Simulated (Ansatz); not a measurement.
## K2S, one cell by several methods

```
CELL_PARAMETERS angstrom
0.00000 3.69550 3.69550
3.69550 0.00000 3.69550
3.69550 3.69550 0.00000
ATOMIC_POSITIONS crystal
K 0.25000 0.25000 0.25000
K 0.75000 0.75000 0.75000
S 0.00000 0.00000 0.00000
```

Atoms are numbered in the order listed.

The cell is COD entry 1011375, as deposited and not checked against the literature; nothing was relaxed.

Methods: DFT, PBEsol, PAW with Ansatz's default frozen-core files, scalar-relativistic (Ansatz 0.2.0); DFT, PBEsol, all-electron PAW with datasets made for the crystal, scalar-relativistic (Ansatz 0.2.0); DFT, PBEsol, all-electron LAPW, scalar-relativistic (Ansatz 0.2.0).

For PAW: a Γ-centred 7×7×7 k mesh, Fermi–Dirac smearing of 0.01 eV, cutoff 420 eV, no spin polarisation; the PAW files were made with PBE, and the program remakes their frozen cores for this functional. The crystal-made all-electron datasets (AE datasets) take a cutoff of 220 eV at this cell. LAPW targets a basis error of 0.5 meV/atom. The Ansatz runs share mesh, smearing and spin set-up. Plane-wave (PAW) pressures include the program's estimate of the Pulay term.

Stress and pressure are positive in compression.

Levels count from the top of the valence band.

```csv
quantity,PAW,AE datasets,LAPW
pressure (GPa),-0.42,-0.42,-0.42
band gap (eV),2.294,2.294,2.293
highest filled level at Γ (eV),-0.206,-0.206,-0.206
lowest empty level at Γ (eV),2.294,2.294,2.293
highest filled level at X (eV),0.000,0.000,0.000
lowest empty level at X (eV),3.420,3.420,3.419
highest filled level at L (eV),-0.071,-0.071,-0.071
lowest empty level at L (eV),4.642,4.641,4.641
```
